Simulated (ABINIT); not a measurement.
# Rh (Fm-3m) in ABINIT: a series of runs

One crystal, Rh, is run at these levels: PBEsol, LDA; tasks: band structure, equation of state.

All numbers are computed with ABINIT 10.8.3 (patched build); they aren't measurements. Logs are shortened: lines on timing, memory, paths and dates and some standing lists are left out, and cuts for length are marked. The log counts tension as positive stress, the text compression.

**Measured values to compare with.**

From “Thermal equation of state of rhodium characterized by XRD in a resistively heated diamond anvil cell”, 2024, pmc:11535440, for a bulk crystal of Rh: bulk modulus 264 ± 1 GPa.

The runs below are set against these values where they give the same quantity.

## (1) The crystal as given

Symmetry: Fm-3m, No. 225, cubic system. The conventional cell has a = 3.796 Å, b = 3.796 Å, c = 3.796 Å, α = 90.00°, β = 90.00°, γ = 90.00°. Around Rh (site symmetry m-3m) lie 12 Rh at 2.68 Å.

## (2) Band structure, PBEsol

The input, run.abi:

```
# Datasets: ground state, then fixed potential
ndtset 2

# Pseudopotentials
pp_dirpath "./"
pseudos "Rh.upf"

# Structure
acell 3*1.0 Angstrom
rprim
     0.0000000000     1.8978500000     1.8978500000
     1.8978500000     0.0000000000     1.8978500000
     1.8978500000     1.8978500000     0.0000000000
ntypat 1
znucl 45
natom 1
typat 1
xred
     0.0000000000     0.0000000000     0.0000000000

# Plane-wave basis
ecut 1197.300995 eV

# Exchange and correlation
ixc -116133

# Bands and occupations
occopt 3
tsmear 0.05 eV

# SCF cycle
nstep 100

# Output
iomode 3
prtwf 0
prteig 0
prtebands 0
prtden1 1
prtvha1 1
prtvclmb1 1
prtpot1 1
prtelf1 1

# Dataset 1
kptopt1 1
ngkpt1 12 12 12
nshiftk1 1
shiftk1 0.0 0.0 0.0
nband1 13
tolvrs1 1.0e-10

# Dataset 2: bands along G-X-W-K-G-L-U-W-L-K
iscf2 -2
getden2 1
nband2 19
nbdbuf2 4
tolwfr2 1.0e-11
kptopt2 -9
ndivsm2 6
prteig2 1
kptbounds2
     0.0000000000     0.0000000000     0.0000000000
     0.5000000000     0.0000000000     0.5000000000
     0.5000000000     0.2500000000     0.7500000000
     0.3750000000     0.3750000000     0.7500000000
     0.0000000000     0.0000000000     0.0000000000
     0.5000000000     0.5000000000     0.5000000000
     0.6250000000     0.2500000000     0.6250000000
     0.5000000000     0.2500000000     0.7500000000
     0.5000000000     0.5000000000     0.5000000000
     0.3750000000     0.3750000000     0.7500000000
```

Potentials or basis: PseudoDojo NC SR PBEsol v0.4.1 standard.

Started as:

```bash
$ abinit run.abi > log 2>&1
```

run.abo:

```text
.Version 10.8.3 of ABINIT
 DATASET    1 : space group Fm -3 m (#225); Bravais cF (face-center cubic)
================================================================================
 Values of the parameters that define the memory need for DATASET  1.
     intxc =       0    ionmov =       0      iscf =       7    lmnmax =       6
     lnmax =       6     mgfft =      32  mpssoang =       3    mqgrid =    3001
     natom =       1  nloc_mem =       1    nspden =       1   nspinor =       1
    nsppol =       1      nsym =      48    n1xccc =    2501    ntypat =       1
    occopt =       3   xclevel =       2
       mpw =        1304          nfft =       32768          nkpt =          72
================================================================================
================================================================================

 DATASET    2 : space group Fm -3 m (#225); Bravais cF (face-center cubic)
================================================================================
 Values of the parameters that define the memory need for DATASET  2.
     intxc =       0    ionmov =       0      iscf =      -2    lmnmax =       6
     lnmax =       6     mgfft =      32  mpssoang =       3    mqgrid =    3001
     natom =       1  nloc_mem =       1    nspden =       1   nspinor =       1
    nsppol =       1      nsym =      48    n1xccc =    2501    ntypat =       1
    occopt =       3   xclevel =       2
       mpw =        1307          nfft =       32768          nkpt =         103
================================================================================
================================================================================

--------------------------------------------------------------------------------
------------- Echo of variables that govern the present computation ------------
--------------------------------------------------------------------------------
 -outvars: echo values of preprocessed input variables --------
            acell      1.8897261259E+00  1.8897261259E+00  1.8897261259E+00 Bohr
              amu      1.02905500E+02
             ecut      4.40000000E+01 Hartree
           getden1          0
           getden2          1
             iscf1          7
             iscf2         -2
                       outvar_i_n : Printing only first  50 k-points.
              ixc     -116133
           jdtset        1    2
                       outvar_i_n : Printing only first  50 k-points.
           kptopt1          1
           kptopt2         -9
         kptrlatt       12    0    0      0   12    0      0    0   12
          kptrlen1     6.08635101E+01
          kptrlen2     3.00000000E+01
            natom           1
            nband1         13
            nband2         19
           nbdbuf1          0
           nbdbuf2          4
           ndtset           2
           ndivsm1          0
           ndivsm2          6
            ngfft          32      32      32
             nkpt1         72
             nkpt2        103
[... 1054 lines left out ...]
lattice_volume:   9.2259745E+01
convergence: {deltae:  0.000E+00, res2:  0.000E+00, residm:  9.918E-12, diffor:  0.000E+00, }
etotal    :  -1.17216024E+02
entropy   :   0.00000000E+00
fermie    :   6.00755009E-01
cartesian_stress_tensor: null
pressure_GPa: null
xred      :
- [  0.0000E+00,   0.0000E+00,   0.0000E+00, Rh]
cartesian_forces: null
force_length_stats: {min: null, max: null, mean: null, }
...

 Integrated electronic density in atomic spheres:
 ------------------------------------------------
 Atom  Sphere_radius  Integrated_density
    1        2.00000         14.06438947
================================================================================

 ----iterations are completed or convergence reached----

 Mean square residual over all n,k,spin=   40.753E-13; max=  99.183E-13
 reduced coordinates (array xred) for    1 atoms
       0.000000000000      0.000000000000      0.000000000000

 cartesian coordinates (angstrom) at end:
    1      0.00000000000000     0.00000000000000     0.00000000000000
 length scales=  1.889726125908  1.889726125908  1.889726125908 bohr
              =  1.000000000000  1.000000000000  1.000000000000 angstroms
 Eigenvalues (hartree) for nkpt= 103  k points:
 kpt#   1, nband= 19, wtk=  1.00000, kpt=  0.0000  0.0000  0.0000 (reduced coord)
  -2.29840   -1.10309   -1.10309   -1.10309    0.30273    0.48502    0.48502    0.48502
   0.56339    0.56339    1.19189    1.39164    1.39164    1.39164    1.59820    1.78249
   1.78249    1.78249    2.01297
 kpt#   2, nband= 19, wtk=  1.00000, kpt=  0.0294  0.0000  0.0294 (reduced coord)
  -2.29835   -1.10333   -1.10318   -1.10318    0.30446    0.48385    0.48591    0.48591
   0.56213    0.56382    1.19442    1.38511    1.39194    1.39194    1.61012    1.77193
   1.77193    1.78360    2.00024
 kpt#   3, nband= 19, wtk=  1.00000, kpt=  0.0588  0.0000  0.0588 (reduced coord)
  -2.29821   -1.10403   -1.10344   -1.10344    0.30960    0.48040    0.48857    0.48857
   0.55847    0.56513    1.20189    1.36929    1.39248    1.39248    1.64197    1.74605
   1.74605    1.78697    1.93999
 kpt#   4, nband= 19, wtk=  1.00000, kpt=  0.0882  0.0000  0.0882 (reduced coord)
  -2.29798   -1.10516   -1.10386   -1.10386    0.31797    0.47492    0.49297    0.49297
   0.55271    0.56726    1.21396    1.35040    1.39215    1.39215    1.68702    1.71474
   1.71474    1.79267    1.88048
 kpt#   5, nband= 19, wtk=  1.00000, kpt=  0.1176  0.0000  0.1176 (reduced coord)
[... 381 lines left out ...]
   0.61127    0.83426    0.91011    1.11823    1.27951    1.32976    1.67266    1.67483
   1.80985    1.99953    2.04856
 kpt# 101, nband= 19, wtk=  1.00000, kpt=  0.4000  0.4000  0.7000 (reduced coord)
  -2.29304   -1.12456   -1.11868   -1.11019    0.40515    0.43798    0.50176    0.55392
   0.61028    0.86269    0.91100    1.08108    1.25399    1.34846    1.67819    1.69030
   1.76910    2.02188    2.07454
 kpt# 102, nband= 19, wtk=  1.00000, kpt=  0.3875  0.3875  0.7250 (reduced coord)
  -2.29292   -1.12413   -1.11957   -1.11070    0.39977    0.43015    0.51138    0.56584
   0.61082    0.88777    0.90863    1.05271    1.22933    1.36507    1.68377    1.70814
   1.73398    2.02736    2.10157
 kpt# 103, nband= 19, wtk=  1.00000, kpt=  0.3750  0.3750  0.7500 (reduced coord)
  -2.29284   -1.12466   -1.11917   -1.11113    0.39458    0.42221    0.52244    0.57449
   0.61380    0.88876    0.91587    1.04320    1.20707    1.37838    1.68673    1.68948
   1.74503    2.02795    2.09325

== END DATASET(S) ==============================================================
================================================================================

 -outvars: echo values of variables after computation  --------
            acell      1.8897261259E+00  1.8897261259E+00  1.8897261259E+00 Bohr
           etotal1    -1.1721602360E+02
            fcart1    -0.0000000000E+00 -0.0000000000E+00 -0.0000000000E+00
            rprim      0.0000000000E+00  1.8978500000E+00  1.8978500000E+00
                       1.8978500000E+00  0.0000000000E+00  1.8978500000E+00
                       1.8978500000E+00  1.8978500000E+00  0.0000000000E+00
           strten1     1.1567083706E-04  1.1567083706E-04  1.1567083706E-04
                       0.0000000000E+00  0.0000000000E+00  0.0000000000E+00
 Calculation completed.
```

It took 58 s on 1 thread of Arm Neoverse V1, shared host; peak memory 0.11 GiB.

Results:

```yaml
Free_energy: -3189.6105 eV
Pressure: -3.4 GPa
Band_gap_on_the_k_mesh: none (metal or under the smearing width)
Valence_electrons_inside_the_program's_atomic_spheres: Rh 14.06 (radii [1.0584] Å)
```

Levels at the corners of the path, in eV from the Fermi level:
```
point  band 5  band 6  band 7  band 8  band 9  band 10  band 11  band 12
    Γ   -8.11   -3.15   -3.15   -3.15   -1.02    -1.02    16.09    21.52
    X   -6.43   -6.06    0.54    0.98    0.98     3.17    12.26    13.30
    W   -5.11   -3.89   -3.89   -1.24    0.98     9.60     9.60    11.24
    K   -5.61   -4.86   -2.13   -0.71    0.36     7.84     8.57    12.04
    Γ   -8.11   -3.15   -3.15   -3.15   -1.02    -1.02    16.09    21.52
    L   -6.24   -3.22   -3.22    0.56    0.56     0.62     8.62    15.57
    U   -5.61   -4.86   -2.13   -0.71    0.36     7.84     8.57    12.04
    W   -5.11   -3.89   -3.89   -1.24    0.98     9.60     9.60    11.24
    L   -6.24   -3.22   -3.22    0.56    0.56     0.62     8.62    15.57
    K   -5.61   -4.86   -2.13   -0.71    0.36     7.84     8.57    12.04
```

## (3) Equation of state, LDA

The input, run.abi:

```
# Datasets: one volume each
ndtset 7
getwfk -1
scalecart1 3*0.9795861087
scalecart2 3*0.9864848297
scalecart3 3*0.9932883884
scalecart4 3*1.0000000000
scalecart5 3*1.0066227096
scalecart6 3*1.0131594038
scalecart7 3*1.0196128224

# Pseudopotentials
pp_dirpath "./"
pseudos "Rh.LDA_PW-JTH.xml"

# Structure
acell 3*1.0 Angstrom
rprim
     0.0000000000     1.8978500000     1.8978500000
     1.8978500000     0.0000000000     1.8978500000
     1.8978500000     1.8978500000     0.0000000000
ntypat 1
znucl 45
natom 1
typat 1
xred
     0.0000000000     0.0000000000     0.0000000000

# Plane-wave basis
ecut 707.496042 eV
pawecutdg 48.0

# k points
kptopt 1
ngkpt 12 12 12
nshiftk 1
shiftk 0.0 0.0 0.0

# Exchange and correlation
ixc 7

# Bands and occupations
nband 13
occopt 3
tsmear 0.05 eV

# SCF cycle
nstep 100
tolvrs 1.0e-9

# Output
iomode 3
prtwf 1
prtden 0
prteig 0
prtebands 0
enunit 2
```

Potentials or basis: JTH PAW LDA v2.0.

Started as:

```bash
$ abinit run.abi > log 2>&1
```

Wall time 97 s (1 thread of Arm Neoverse V1, shared host); peak memory 0.13 GiB.

The run converged. Its results:

```
Equilibrium volume                      : 13.22 Å³/atom
Bulk modulus                            : 320 GPa
Pressure derivative of the bulk modulus : 5.0
```

Energy against volume, from the lowest point:
```tsv
volume (Å³/atom)	energy (meV/atom)
12.851	10.00
13.125	0.00
13.398	1.88
13.671	14.05
13.945	35.39
14.218	65.17
14.492	101.70
```

Caveat: pressures at fixed basis lie under the slope of the energies.

## (4) How close it comes

Step 3. Measured bulk modulus of Rh: 264 GPa (quoted in “Thermal equation of state of rhodium characterized by XRD in a resistively heated diamond anvil cell”, 2024, pmc:11535440). This calculation gives 320 GPa (+21.4 %). The fit is for a static lattice scaled at fixed shape and fixed fractional positions.
